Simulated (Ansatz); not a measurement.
Band table of CoSi (rocksalt type)

```yaml
crystal:
  lattice:
    - [0.00000, 2.28502, 2.28502]
    - [2.28502, 0.00000, 2.28502]
    - [2.28502, 2.28502, 0.00000]
  atoms:
    - { symbol: Co, position: [0.00000, 0.00000, 0.00000] }
    - { symbol: Si, position: [0.50000, 0.50000, 0.50000] }
```

The cell comes from a relaxation on PAW files under the same functional, begun from a prototype that needn't be the stable phase.

All numbers are LDA results (scalar-relativistic) from Ansatz 0.2.0, with a Γ-centred 14×14×14 k mesh, Fermi–Dirac smearing of 0.1 eV, no spin polarisation. Methods: LAPW: all electrons, basis error target 1 meV/atom.

Spin polarisation is left out, though a magnetic state may lie lower.

Path points, in fractions of the reciprocal vectors: Γ (0.000, 0.000, 0.000), X (0.500, 0.000, 0.500), U (0.625, 0.250, 0.625), K (0.375, 0.375, 0.750), L (0.500, 0.500, 0.500), W (0.500, 0.250, 0.750). The distance column jumps between branches of the path. Levels in eV from the Fermi level; bands 9 to 17, counted from the lowest band of the run. The gap is zero, the pressure -0.04 GPa.

```
# k(1/Å) point b9 b10 b11 b12 b13 b14 b15 b16 b17
0.000 Γ -12.61 -2.13 -2.13 -2.13 -2.06 -2.06 4.63 4.63 4.63
0.196 - -12.46 -2.21 -2.19 -2.11 -2.11 -2.03 4.43 4.43 4.60
0.393 - -12.03 -2.63 -2.38 -2.06 -2.06 -1.97 3.86 3.86 4.55
0.589 - -11.34 -3.23 -2.64 -1.95 -1.95 -1.87 3.06 3.06 4.51
0.786 - -10.42 -3.87 -2.93 -1.76 -1.76 -1.76 2.16 2.16 4.08
0.982 - -9.37 -4.48 -3.17 -1.66 -1.45 -1.45 1.28 1.28 2.34
1.178 - -8.36 -4.99 -3.34 -1.59 -1.05 -1.05 0.49 0.49 0.82
1.375 X -7.88 -5.24 -3.39 -1.56 -0.74 -0.74 0.05 0.05 0.23
1.444 - -7.87 -5.23 -3.41 -1.61 -0.74 -0.73 -0.10 0.12 0.30
1.514 - -7.83 -5.20 -3.47 -1.73 -0.75 -0.70 -0.36 0.31 0.37
1.583 - -7.77 -5.16 -3.59 -1.90 -0.77 -0.65 -0.65 0.40 0.58
1.653 - -7.70 -5.11 -3.78 -2.07 -0.90 -0.79 -0.59 0.40 0.90
1.722 - -7.60 -5.04 -4.04 -2.24 -1.07 -0.82 -0.50 0.38 1.27
1.792 - -7.51 -4.95 -4.36 -2.40 -1.15 -0.85 -0.40 0.35 1.66
1.861 U -7.45 -4.85 -4.70 -2.55 -1.16 -0.89 -0.28 0.32 2.08
2.703 K -7.45 -4.85 -4.70 -2.55 -1.16 -0.89 -0.28 0.32 2.08
2.911 - -7.74 -5.23 -4.48 -2.87 -1.06 -0.95 0.22 0.23 3.48
3.120 - -8.87 -4.73 -4.01 -3.00 -1.27 -0.86 0.42 0.91 5.03
3.328 - -10.11 -3.88 -3.50 -2.95 -1.51 -1.10 1.02 1.77 6.54
3.536 - -11.17 -3.08 -2.98 -2.75 -1.74 -1.45 1.90 2.75 6.74
3.744 - -11.96 -2.54 -2.50 -2.45 -1.94 -1.79 3.00 3.71 5.74
3.953 - -12.45 -2.24 -2.19 -2.17 -2.08 -2.01 4.11 4.39 4.93
4.161 Γ -12.61 -2.13 -2.13 -2.13 -2.06 -2.06 4.63 4.63 4.63
4.331 - -12.50 -2.21 -2.15 -2.15 -2.06 -2.06 4.15 4.71 4.71
4.501 - -12.18 -2.48 -2.33 -2.33 -1.93 -1.93 3.03 4.94 4.94
4.671 - -11.64 -2.99 -2.58 -2.58 -1.73 -1.73 1.79 5.24 5.24
4.842 - -10.91 -3.81 -2.83 -2.83 -1.49 -1.49 0.79 5.59 5.59
5.012 - -10.00 -4.92 -3.04 -3.04 -1.25 -1.25 0.17 5.97 5.97
5.182 - -8.96 -6.16 -3.17 -3.17 -1.07 -1.07 -0.15 6.40 6.40
5.352 L -8.19 -7.01 -3.22 -3.22 -1.01 -1.01 -0.25 6.90 6.90
5.491 - -8.15 -6.94 -3.27 -3.19 -1.01 -1.00 -0.27 5.62 5.77
5.630 - -8.05 -6.72 -3.41 -3.13 -1.01 -0.98 -0.32 4.38 4.48
5.768 - -7.89 -6.37 -3.63 -3.05 -1.02 -0.93 -0.41 3.20 3.29
5.907 - -7.69 -5.91 -3.91 -2.99 -1.02 -0.81 -0.49 2.01 2.35
6.046 - -7.48 -5.36 -4.19 -3.05 -0.98 -0.63 -0.56 0.99 1.57
6.185 - -7.31 -4.80 -4.41 -3.28 -0.84 -0.57 -0.41 0.20 0.98
6.324 W -7.25 -4.49 -4.49 -3.47 -0.74 -0.44 -0.27 -0.27 0.73
6.422 - -7.29 -4.68 -4.29 -3.38 -0.74 -0.43 -0.37 -0.18 0.72
6.520 - -7.40 -4.84 -4.08 -3.13 -0.74 -0.47 -0.42 -0.10 0.71
6.619 - -7.53 -4.98 -3.87 -2.76 -0.74 -0.56 -0.40 -0.03 0.68
6.717 - -7.67 -5.09 -3.68 -2.33 -0.74 -0.63 -0.35 0.01 0.62
6.815 - -7.79 -5.17 -3.53 -1.94 -0.74 -0.69 -0.26 0.04 0.52
6.913 - -7.86 -5.22 -3.43 -1.66 -0.74 -0.72 -0.10 0.05 0.37
7.011 X -7.88 -5.24 -3.39 -1.56 -0.74 -0.74 0.05 0.05 0.23
```
